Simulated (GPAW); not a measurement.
Input of a GPAW 26.7.0 run:

File run.py:

```python
from ase.dft.bandgap import bandgap
from ase.io import read, write
from ase.units import Bohr, GPa
from gpaw import GPAW, PW
from gpaw.elf import elf_from_dft_calculation

atoms = read('TiO2.xyz')

calc = GPAW(mode=PW(800),
            xc='PBE',
            kpts={'size': (5, 5, 8), 'gamma': True},
            occupations={'name': 'fermi-dirac', 'width': 0.05},
            nbands=43,
            convergence={'density': 1e-05, 'energy': 1e-05},
            maxiter=150,
            txt='gpaw.txt')
atoms.calc = calc
energy = atoms.get_potential_energy()
forces = atoms.get_forces()
stress = atoms.get_stress()
calc.write('gs.gpw')
write('result.traj', atoms)
print(f'Energy: {energy:.6f} eV')
print('Forces (eV/A):')
print(forces.round(4))
print('Stress (GPa):', (stress / GPa).round(3))
print('Fermi level:', round(calc.get_fermi_level(), 4), 'eV')
print(f'Gap: {bandgap(calc)[0]:.4f} eV, direct: {bandgap(calc, direct=True)[0]:.4f} eV')

# fields on the real-space grid
write('density.cube', atoms, data=calc.get_pseudo_density() * Bohr**3)
write('potential.cube', atoms, data=calc.get_electrostatic_potential())
write('elf.cube', atoms, data=elf_from_dft_calculation(calc).data)

path = atoms.cell.bandpath('GXMGZRAZ,XR,MA', npoints=80, eps=1e-4)
bs_calc = calc.fixed_density(kpts=path, symmetry='off', nbands=61,
                             convergence={'bands': 'CBM+6.0', 'eigenstates': 1e-6}, txt='bands.txt')
bs = bs_calc.band_structure()
bs.write('bs.json')
print(f'Gap on the path: {bandgap(bs_calc)[0]:.4f} eV')
```

File TiO2.xyz:

```xyz
6
Lattice="4.5998373239 0.0000000000 0.0000000000 0.0000000000 4.5998373239 0.0000000000 0.0000000000 0.0000000000 2.9592135600" Properties=species:S:1:pos:R:3 pbc="T T T"
Ti     0.0000000000      0.0000000000      1.4796067800
Ti     2.2999186620      2.2999186620      0.0000000000
O      1.3998285662      1.3998285662      1.4796067800
O      0.9000900958      3.6997472281      0.0000000000
O      3.6997472281      0.9000900958      0.0000000000
O      3.2000087577      3.2000087577      1.4796067800
```

Potentials or basis: GPAW PAW data sets (gpaw-data 1.2.1), pw.

The run is started by

```sh
$ OMP_NUM_THREADS=1 python run.py
```

Task: Estimate the band gap along the path.

Result: 1.87 eV, direct.

Task: Predict the largest force.

Result: 0.028 eV/Å.

Task: Estimate the pressure.

Result: 5.3 GPa.

Levels at the corners of the path, in eV from the valence-band top:
```csv
point,band 20,band 21,band 22,band 23,band 24,band 25,band 26,band 27,band 28,band 29
Γ,-1.99,-0.71,-0.46,-0.46,0.00,1.87,2.16,2.41,2.50,2.50
X,-3.05,-1.64,-1.64,-0.74,-0.74,2.54,2.54,3.03,3.03,3.56
M,-2.18,-1.31,-1.31,-1.08,-1.08,1.91,1.91,2.53,2.53,3.83
Γ,-1.99,-0.71,-0.46,-0.46,0.00,1.87,2.16,2.41,2.50,2.50
Z,-2.76,-2.36,-2.36,-1.43,-1.43,2.98,2.98,3.19,3.19,3.66
R,-2.38,-2.03,-2.03,-1.04,-1.04,1.92,1.92,3.21,3.21,3.91
A,-2.73,-1.29,-1.29,-0.67,-0.67,2.61,2.61,3.21,3.21,3.23
Z,-2.76,-2.36,-2.36,-1.43,-1.43,2.98,2.98,3.19,3.19,3.66
X,-3.05,-1.64,-1.64,-0.74,-0.74,2.54,2.54,3.03,3.03,3.56
R,-2.38,-2.03,-2.03,-1.04,-1.04,1.92,1.92,3.21,3.21,3.91
M,-2.18,-1.31,-1.31,-1.08,-1.08,1.91,1.91,2.53,2.53,3.83
A,-2.73,-1.29,-1.29,-0.67,-0.67,2.61,2.61,3.21,3.21,3.23
```

**The experiment to reproduce.**

“Shallow Valence Band of Rutile GeO2 and P-type Doping”, 2020, arxiv:2011.08928 quotes, for a bulk crystal of TiO2 at 1.6 K: band gap 3.03 eV (direct).

Measured gap of TiO2: 3.03 eV (direct; 1.6 K; quoted in “Shallow Valence Band of Rutile GeO2 and P-type Doping”, 2020, arxiv:2011.08928). This calculation gives 1.87 eV (-1.16 eV). 2 values of this kind are on record in papers (3.03 to 3.05 eV); this one was drawn at random among those near their median. The value is that of PBE, without temperature or zero-point motion. Semilocal functionals fall short of measured gaps as a rule. The cell is a database's relaxed one, not the measured one, which moves gaps too.
